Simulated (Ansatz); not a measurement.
Input and output for Cu (omega type): DFT, PBE, all-electron LAPW, scalar-relativistic (Ansatz 0.2.0). This run: omega relaxed under pressure.

The cell comes from a relaxation on PAW files under the same functional, begun from a prototype that needn't be the stable phase.

Command: `ansatz run input.yaml --threads 1 --pin off --max-ram 3584MiB --backend cpu --events-out ev --progress --plain --runs-dir out` It took 69 s on 1 thread of Intel(R) Xeon(R) Platinum 8488C (Sapphire Rapids), with other jobs on the host, peak memory 0.64 GiB.

```yaml
crystal:
  lattice:
    - [3.9758664509, 0.0, 0.0]
    - [-1.9879332254, 3.4432013485, 0.0]
    - [0.0, 0.0, 2.3856908475]
  atoms:
    - { symbol: Cu, position: [0.0, 0.0, 0.0] }
    - { symbol: Cu, position: [0.3333333333, 0.6666666667, 0.5] }
    - { symbol: Cu, position: [0.6666666667, 0.3333333333, 0.5] }
kpoints:
  mp_grid: { grid: [9, 9, 13] }
scf:
  occupations: { method: fermi_dirac, width: 0.1 }
hamiltonian:
  xc: pbe
  pseudopotentials: { kind: all_electron, lapw: { basis_error: 0.0005 } }
output:
  forces: true
  stress: true
  eigenvalues: true
relax:
  f_tol: 0.005
  max_steps: 12
  cell: { p_target: 20.0, stress_tol: 0.03 }
```

Output:

```
The last accepted step is kept in <dir> (removed where the run ends without a failure and the disk answers)
LAPW: plane waves up to 10.698 Å⁻¹, error target 5.0e-4 eV per atom; small_component_spin mean_spin; Cu in spheres of 1.113 Å, 19 of its electrons in bands, Dirac shells [] (how accurate: hamiltonian.pseudopotentials.lapw.basis_error, Limitations)
Engine: ansatz 0.2.0
Pseudopotentials: kind: all_electron
Pseudopotential: Cu, LAPW, valence charge 19, lapw/all_electron/scalar/gaussian/Cu, Koelling and Harmon's equation, gaussian nucleus
Functional definition: PBE
  parameter kappa = 0.804
  parameter beta = 0.06672455060314922
  exchange = pbe_x(kappa = kappa, mu = beta*pi^2/3)
  correlation = pbe_c(beta = beta)
Crystal: 3 atoms, lattice volume = 32.659 Å³
Basis set: ecut = 436.0135603561742 eV, 669 PW (Γ), exchange–correlation at level 2
Bands: 35, of which v1, the nominal top of the filled ones, is band 29 counted from 1 (28 counted from 0)
Symmetry: 24 space group operations
Space group: P6/mmm (ITA 191), of the structure as read, at distance tolerance 3.2e-5 Å
k-points: 84 of 1053
Non-local potential: Cu, projectors of the file, none
Initial density: superposition of atomic densities (chi_scale 0.1, normalization cell)
Initial wavefunctions: plane waves of lowest kinetic energy (no species holds an atomic orbital)
Functional: x = pbe(κ = 0.804, μ = 0.2195149727645171), c = pbe(β = 0.06672455060314922)
iter 1 solved again at ethr=2.18e-3 eV; its pass at ethr=1.00e-1 eV (dr2=1.24e0 eV) is discarded
SCF iter   1: F=—  HF=-135105.109278 eV  |F-HF|=—  |Δ(HF+E_count)|=         —  Δρ=8.09e-2  dr2=1.24e0  ethr=2.18e-3  ⟨swp⟩=2.0  Hψ=20221  notcnv=0
preconditioner: auto → none  [metal: Δε(μ)=0.040 eV  Ē_g=10.696 eV  σ=0.100 eV  W_gap=0.10  n_scr=8 (ndim 8)  ℏωp=37.3 eV  f_vac=0.000  D(μ)=1.29/eV (n_scr^D=8)  sad-step TF]
SCF iter   2: F=—  HF=-135106.241350 eV  |F-HF|=—  |Δ(HF+E_count)|=    1.13e0  Δρ=3.31e-2  dr2=1.60e-1  ethr=2.18e-3  ⟨swp⟩=3.0  Hψ=10062  notcnv=0
SCF iter   3: F=—  HF=-135102.523943 eV  |F-HF|=—  |Δ(HF+E_count)|=    3.72e0  Δρ=9.13e-3  dr2=1.99e-2  ethr=2.81e-4  ⟨swp⟩=3.0  Hψ=10138  notcnv=0
SCF iter   4: F=—  HF=-135102.450339 eV  |F-HF|=—  |Δ(HF+E_count)|=   7.36e-2  Δρ=5.93e-3  dr2=7.32e-3  ethr=3.49e-5  ⟨swp⟩=2.4  Hψ=8268  notcnv=0
SCF iter   5: F=—  HF=-135102.446487 eV  |F-HF|=—  |Δ(HF+E_count)|=   3.85e-3  Δρ=3.62e-3  dr2=5.79e-3  ethr=1.28e-5  ⟨swp⟩=2.0  Hψ=8222  notcnv=0
iter 6 solved again at ethr=1.94e-8 eV; its pass at ethr=1.02e-5 eV (dr2=1.10e-5 eV) is discarded
SCF iter   6: F=—  HF=-135102.443540 eV  |F-HF|=—  |Δ(HF+E_count)|=   2.95e-3  Δρ=2.25e-4  dr2=1.10e-5  ethr=1.94e-8  ⟨swp⟩=2.3  Hψ=14226  notcnv=0
SCF iter   7: F=—  HF=-135102.443463 eV  |F-HF|=—  |Δ(HF+E_count)|=   7.67e-5  Δρ=1.01e-4  dr2=3.54e-6  ethr=1.94e-8  ⟨swp⟩=3.0  Hψ=9442  notcnv=0
SCF iter   8: F=—  HF=-135102.443457 eV  |F-HF|=—  |Δ(HF+E_count)|=   6.07e-6  Δρ=2.90e-5  dr2=2.53e-7  ethr=6.20e-9  ⟨swp⟩=2.0  Hψ=8223  notcnv=0
SCF iter   9: F=-135102.443457 eV  HF=-135102.443457 eV  |F-HF|=6.34e-9  |Δ(HF+E_count)|=   4.19e-7  Δρ=3.09e-6  dr2=1.23e-9  ethr=4.45e-10  ⟨swp⟩=2.4  Hψ=8289  notcnv=0
SCF 1 converged in 9 iterations: F = -135102.443457 eV  dr2 = 1.23e-9
relax step   1: F+E_penalty+E_count = -135102.44345673 eV  Δ(F+E_penalty+E_count) = +0.000e0 eV  max|allowed force component| = 3.392e-17 eV/Å  Δτ_max = 0.0000 Å  P = +20.029 GPa  Ω = 32.659 Å³  (9 SCF iters, accepted)
Crystal: 3 atoms, lattice volume = 32.662 Å³
Basis set: ecut = 435.9918658397503 eV, 669 PW (Γ), exchange–correlation at level 2
Initial density: handed on by an earlier stage of this run
Initial wavefunctions: those handed on with the density
iter 1 solved again at ethr=2.88e-12 eV; its pass at ethr=1.00e-1 eV (dr2=1.64e-9 eV) is discarded
SCF iter   1: F=—  HF=-135102.443761 eV  |F-HF|=—  |Δ(HF+E_count)|=         —  Δρ=2.52e-6  dr2=1.07e-9  ethr=3.16e-12 (applied; sched 2.88e-12)  ⟨swp⟩=5.0  Hψ=18057  notcnv=0
preconditioner: auto → none  [metal: Δε(μ)=0.066 eV  Ē_g=11.642 eV  σ=0.100 eV  W_gap=0.16  n_scr=8 (ndim 8)  ℏωp=37.3 eV  f_vac=0.000  D(μ)=0.88/eV (n_scr^D=6)]
SCF iter   2: F=-135102.443761 eV  HF=-135102.443761 eV  |F-HF|=2.42e-8  |Δ(HF+E_count)|=   2.10e-8  Δρ=2.70e-6  dr2=3.27e-9  ethr=2.37e-12 (applied; sched 1.88e-12)  ⟨swp⟩=3.0  Hψ=9099  notcnv=0
SCF 2 converged in 2 iterations: F = -135102.443761 eV  dr2 = 3.27e-9
relax step   2: F+E_penalty+E_count = -135102.44376135 eV  Δ(F+E_penalty+E_count) = -3.046e-4 eV  max|allowed force component| = 6.553e-17 eV/Å  Δτ_max = 0.0000 Å  P = +20.013 GPa  Ω = 32.662 Å³  (2 SCF iters, accepted)
iter 1 solved again at ethr=5.74e-12 eV; its pass at ethr=1.00e-1 eV (dr2=3.27e-9 eV) is discarded
SCF iter   1: F=—  HF=-135102.443761 eV  |F-HF|=—  |Δ(HF+E_count)|=         —  Δρ=2.70e-6  dr2=3.27e-9  ethr=5.74e-12  ⟨swp⟩=2.0  Hψ=13236  notcnv=0
SCF iter   2: F=—  HF=-135102.443761 eV  |F-HF|=—  |Δ(HF+E_count)|=   3.09e-8  Δρ=6.33e-6  dr2=2.24e-8  ethr=5.74e-12  ⟨swp⟩=3.0  Hψ=9466  notcnv=0
SCF iter   3: F=-135102.443761 eV  HF=-135102.443761 eV  |F-HF|=5.33e-9  |Δ(HF+E_count)|=   1.66e-8  Δρ=1.34e-6  dr2=9.30e-10  ethr=5.74e-12  ⟨swp⟩=3.0  Hψ=8789  notcnv=0
SCF 3 converged in 3 iterations: F = -135102.443761 eV  dr2 = 9.30e-10
relax step   3: F+E_penalty+E_count = -135102.44376137 eV  Δ(F+E_penalty+E_count) = -1.409e-8 eV  max|allowed force component| = 8.481e-17 eV/Å  Δτ_max = 0.0000 Å  P = +20.013 GPa  Ω = 32.662 Å³  stress off target by 1.70e-2 GPa  SCF on the basis re-selected at this cell (its energy is not comparable with the rows above)  (3 SCF iters)
basis re-selected at this cell: Δ(F+E_penalty+E_count) = -1.409e-8 eV, ΔP = -0.000 GPa vs the last step (what re-selecting the basis moved, after the strain that the cell walked since its last selection, with what the two solves' SCF thresholds leave and, on support functions, any second-order correction that the steps lacked; it is no measure of the basis error at this ecutwfc). This SCF's stress stands 1.70e-2 GPa from its target on what of the cell is left free (relax.cell.stress_tol is 3.00e-2 GPa) and its largest allowed force component is 8.48e-17 eV/Å (relax.f_tol is 5.00e-3 eV/Å): within both
SCF converged after 3 iterations
Free energy (F): -135102.443761 eV
Harris-Foulkes:  -135102.443761 eV  (|F-HF|=5.33e-9)
Internal energy: -135102.414579 eV  (E = F + TS)
E sigma→0 (E₀):  -135102.429170 eV
Entropy (-TS):   -0.029182 eV (-9.727 meV/atom)
Fermi energy:    18.432047 eV
--- Per-component energies (eV) ---
  E_band       = -997.349288
  E_kinetic    = 137436.226983
  E_xc         = -5524.079641
  E_electrostatic = -267014.561921  (all electrons and nuclei)
  E_smearing   = -0.029182  (= −TS)
  E_closure    = 0.000000  (closes the sum)
  E_atoms      = -135091.597370  (free atoms, spherical and without spin; not in F)
  Σ components = -135102.443761   (vs F -135102.443761, Δ=0.00e0)
  Basis errors (estimates in eV, not in F): energy 1.7e-4 per atom: plane waves 1.5e-4 (8.4e-5 summed), levels above the bands 2.1e-55, relativity 3.3e-8, radial functions 1.3e-5, core shells 1.8e-9; eigenvalues (radial functions only) 4.7e-8; not estimated: angular momenta, meshes, grids; target (lapw.basis_error) 5.0e-4; muffin-tin radii Cu 1.113 Å
--- Forces (eV/Å), atoms counted from 1 ---
  atom   1  Cu     0.00000000     0.00000000     0.00000000
  atom   2  Cu    -0.00000000     0.00000000     0.00000000
  atom   3  Cu     0.00000000    -0.00000000    -0.00000000
  max |Σ_I F_I| component: 9.25e-18 eV/Å
--- Stress (GPa, compression-positive) ---
       20.010365       0.000000      -0.000000
        0.000000      20.010365       0.000000
       -0.000000       0.000000      20.016988
  P = ⅓ Tr σ = 20.0126 GPa (200.126 kbar)
--- Band table (eV; the first three rows and the last of 84) ---
  k-point 0: bands = ["-94.3891", "-94.3575", "-94.3012", "-51.8248", "-51.8248", "-51.7209", "-51.7209", "-51.6803", "-51.6521", "-51.6425", "-51.6425", "-51.6254", "8.3812", "13.4042", "14.4130", "14.4130", "14.4718", "14.4718", "14.5185", "14.9090", "15.4125", "15.4125", "15.8741", "15.8741", "15.9275", "15.9275", "16.8330", "16.8330", "23.2117", "23.2117", "23.2208", "23.2208", "25.1936", "25.3244", "34.2867"]
  k-point 1: bands = ["-94.3884", "-94.3568", "-94.3005", "-51.8241", "-51.8241", "-51.7194", "-51.7194", "-51.6872", "-51.6589", "-51.6428", "-51.6428", "-51.6327", "8.5466", "13.4903", "14.3614", "14.3614", "14.4254", "14.4254", "14.6521", "14.9957", "15.3612", "15.3612", "15.9123", "15.9123", "15.9452", "15.9452", "16.8000", "16.8000", "23.3722", "23.3722", "23.4067", "23.4067", "25.2607", "25.3770", "32.5314"]
  k-point 2: bands = ["-94.3863", "-94.3549", "-94.2987", "-51.8221", "-51.8221", "-51.7150", "-51.7150", "-51.7064", "-51.6779", "-51.6529", "-51.6438", "-51.6438", "9.0342", "13.7219", "14.2109", "14.2109", "14.3003", "14.3003", "15.0324", "15.2521", "15.2901", "15.2901", "15.8575", "15.8575", "16.0841", "16.0841", "16.7278", "16.7278", "23.8374", "23.8374", "23.9444", "23.9444", "25.4588", "25.5373", "29.5831"]
  k-point 83: bands = ["-94.3609", "-94.3609", "-94.2899", "-51.8379", "-51.7880", "-51.7880", "-51.7506", "-51.7506", "-51.7384", "-51.6750", "-51.6500", "-51.6500", "13.0333", "13.8330", "13.8330", "14.1374", "14.2525", "14.2525", "15.0569", "15.0569", "15.5336", "15.5336", "15.8564", "16.7420", "16.8112", "16.9861", "16.9861", "18.7952", "20.5463", "20.5463", "23.4237", "23.4237", "24.4269", "32.2260", "32.9497"]
--- Relaxed structure (2 steps of the walk, 2 accepted, 1 SCFs on fresh bases) ---
  F+E_penalty+E_count = -135102.44376137 eV   max|allowed force component| = 8.481e-17 eV/Å   (the final SCF, on the basis selected at the relaxed cell)
  cell:  # Å, volume = 32.6619 Å³
    - [3.9759482174746514, -2.8868057698808174e-11, -3.977977314144397e-21]
    - [-1.987974108712325, 3.443272160478938, 1.988988657047427e-21]
    - [-2.386957456233236e-21, 1.6769958284321447e-34, 2.385770782835803]
  atoms:
    - { symbol: Cu, position: [1.3855338376396655e-36, 3.107460098653631e-36, -2.1224247841000107e-73] }
    - { symbol: Cu, position: [0.3333333333333333, 0.6666666666666666, 0.5] }
    - { symbol: Cu, position: [0.6666666666666666, 0.3333333333333333, 0.5] }
```

Next run (diamond relaxed under pressure), as changes to the input before:

```diff
   lattice:
-    - [3.9758664509, 0.0, 0.0]
-    - [-1.9879332254, 3.4432013485, 0.0]
-    - [0.0, 0.0, 2.3856908475]
+    - [0.0, 2.4914813484, 2.4914813484]
+    - [2.4914813484, 0.0, 2.4914813484]
+    - [2.4914813484, 2.4914813484, 0.0]
   atoms:
-    - { symbol: Cu, position: [0.0, 0.0, 0.0] }
-    - { symbol: Cu, position: [0.3333333333, 0.6666666667, 0.5] }
-    - { symbol: Cu, position: [0.6666666667, 0.3333333333, 0.5] }
+    - { symbol: Cu, position: [-0.125, -0.125, -0.125] }
+    - { symbol: Cu, position: [0.125, 0.125, 0.125] }
 kpoints:
-  mp_grid: { grid: [9, 9, 13] }
+  mp_grid: { grid: [14, 14, 14] }
 scf:
```

Command: `ansatz run input.yaml --threads 1 --pin off --max-ram 3584MiB --backend cpu --events-out ev --progress --plain --runs-dir out` It took 63 s on 1 thread of Intel(R) Xeon(R) Platinum 8488C (Sapphire Rapids), with other jobs on the host, peak memory 0.63 GiB.

Results part of the output:

```
basis re-selected at this cell: Δ(F+E_penalty+E_count) = +1.113e-8 eV, ΔP = -0.000 GPa vs the last step (what re-selecting the basis moved, after the strain that the cell walked since its last selection, with what the two solves' SCF thresholds leave and, on support functions, any second-order correction that the steps lacked; it is no measure of the basis error at this ecutwfc). This SCF's stress stands 1.06e-4 GPa from its target on what of the cell is left free (relax.cell.stress_tol is 3.00e-2 GPa) and its largest allowed force component is 6.01e-17 eV/Å (relax.f_tol is 5.00e-3 eV/Å): within both
SCF converged after 2 iterations
Free energy (F): -90066.141395 eV
Harris-Foulkes:  -90066.141395 eV  (|F-HF|=1.14e-8)
Internal energy: -90066.116851 eV  (E = F + TS)
E sigma→0 (E₀):  -90066.129123 eV
Entropy (-TS):   -0.024545 eV (-12.272 meV/atom)
Fermi energy:    11.561793 eV
--- Per-component energies (eV) ---
  E_band       = -913.928477
  E_kinetic    = 91625.820328
  E_xc         = -3681.362731
  E_electrostatic = -178010.574448  (all electrons and nuclei)
  E_smearing   = -0.024545  (= −TS)
  E_closure    = 0.000000  (closes the sum)
  E_atoms      = -90061.064913  (free atoms, spherical and without spin; not in F)
  Σ components = -90066.141395   (vs F -90066.141395, Δ=0.00e0)
  Basis errors (estimates in eV, not in F): energy 2.1e-4 per atom: plane waves 1.9e-4 (1.1e-4 summed), levels above the bands 4.9e-41, relativity 5.4e-8, radial functions 2.2e-5, core shells 1.4e-8; eigenvalues (radial functions only) 1.3e-7; not estimated: angular momenta, meshes, grids; target (lapw.basis_error) 5.0e-4; muffin-tin radii Cu 1.047 Å
--- Forces (eV/Å), atoms counted from 1 ---
  atom   1  Cu     0.00000000    -0.00000000    -0.00000000
  atom   2  Cu    -0.00000000     0.00000000     0.00000000
  max |Σ_I F_I| component: 1.85e-17 eV/Å
--- Stress (GPa, compression-positive) ---
       20.000106       0.000000      -0.000000
        0.000000      20.000106       0.000000
       -0.000000       0.000000      20.000106
  P = ⅓ Tr σ = 20.0001 GPa (200.001 kbar)
--- Band table (eV; the first three rows and the last of 104) ---
  k-point 0: bands = ["-101.0034", "-100.9137", "-58.4428", "-58.4428", "-58.4428", "-58.2565", "-58.2565", "-58.2565", "4.0197", "7.8019", "7.8019", "7.8233", "7.8233", "7.8233", "9.2694", "9.2694", "9.2694", "10.1895", "10.1895", "22.8762", "22.8762", "22.8762", "23.5499"]
  k-point 1: bands = ["-101.0026", "-100.9145", "-58.4438", "-58.4438", "-58.4423", "-58.2571", "-58.2555", "-58.2555", "4.1143", "7.7205", "7.7205", "7.8266", "7.9226", "7.9226", "9.2419", "9.2651", "9.2651", "10.1898", "10.1898", "21.1168", "22.2726", "22.2726", "24.2201"]
  k-point 2: bands = ["-101.0001", "-100.9170", "-58.4463", "-58.4463", "-58.4409", "-58.2588", "-58.2530", "-58.2530", "4.3943", "7.6595", "7.6595", "7.8388", "8.0289", "8.0289", "9.1648", "9.2608", "9.2608", "10.1885", "10.1885", "18.9568", "21.5238", "21.5238", "24.3175"]
  k-point 103: bands = ["-100.9586", "-100.9586", "-58.4780", "-58.4780", "-58.3505", "-58.3505", "-58.2222", "-58.2222", "7.3503", "7.3503", "7.9988", "7.9988", "8.5334", "8.5334", "8.8739", "8.8739", "10.3357", "10.3357", "12.2916", "12.2916", "13.7293", "13.7293", "24.4063"]
--- Relaxed structure (3 steps of the walk, 3 accepted, 1 SCFs on fresh bases) ---
  F+E_penalty+E_count = -90066.14139542 eV   max|allowed force component| = 6.014e-17 eV/Å   (the final SCF, on the basis selected at the relaxed cell)
  cell:  # Å, volume = 30.9600 Å³
    - [2.0699948883638332e-34, 2.492241729481822, 2.492241729481822]
    - [2.492241729481822, -4.776911280839614e-35, 2.492241729481822]
    - [2.492241729481822, 2.492241729481822, -3.821529024671692e-34]
  atoms:
    - { symbol: Cu, position: [-0.125, -0.125, -0.125] }
    - { symbol: Cu, position: [0.125, 0.125, 0.125] }
```
